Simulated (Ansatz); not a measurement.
# SnS2 at 5 GPa (stress–strain coefficients): relaxed-ion elastic tensor

Method: DFT PBE+D3(BJ), scalar-relativistic, plane waves, PAW in Ansatz 0.2.0. Plane waves to 420 eV; Γ-centred k mesh 12×12×6; fixed occupations. No spin polarisation.

The cell, relaxed at 5 GPa:
```
CELL_PARAMETERS angstrom
3.61340 0.00000 0.00000
-1.80670 3.12930 0.00000
0.00000 0.00000 5.35914
ATOMIC_POSITIONS crystal
Sn 0.00000 0.00000 0.00000
S 0.66667 0.33333 0.27495
S 0.33333 0.66667 0.72505
```

Spin–orbit coupling is left out, which matters for heavy elements. The bands were filled as in an insulator; under compression the gap may have closed between mesh points.

**Question.** Give the relaxed-ion elastic constants (GPa, Voigt order xx yy zz yz xz xy, on the axes of the cell above).

**Answer.**
C11 = 158.0, C12 = 52.1, C13 = 45.1, C14 = 7.3, C22 = 158.0, C23 = 45.1, C24 = -7.3, C33 = 77.9, C44 = 25.3, C55 = 25.3, C56 = 7.3, C66 = 52.9 GPa; the others vanish.

**Question.** Is the crystal stable against homogeneous strain?

**Answer.** Yes: the least eigenvalue of the tensor is 23.5 GPa.

**Question.** And the moduli of a polycrystal (Hill averages)?

**Answer.** B = 71 GPa, G = 35 GPa, E = 89 GPa, ν = 0.29.

Cost: 1 run of about 2.8 core-minutes, on Intel Xeon Platinum 8488C (Sapphire Rapids) (shared hosts).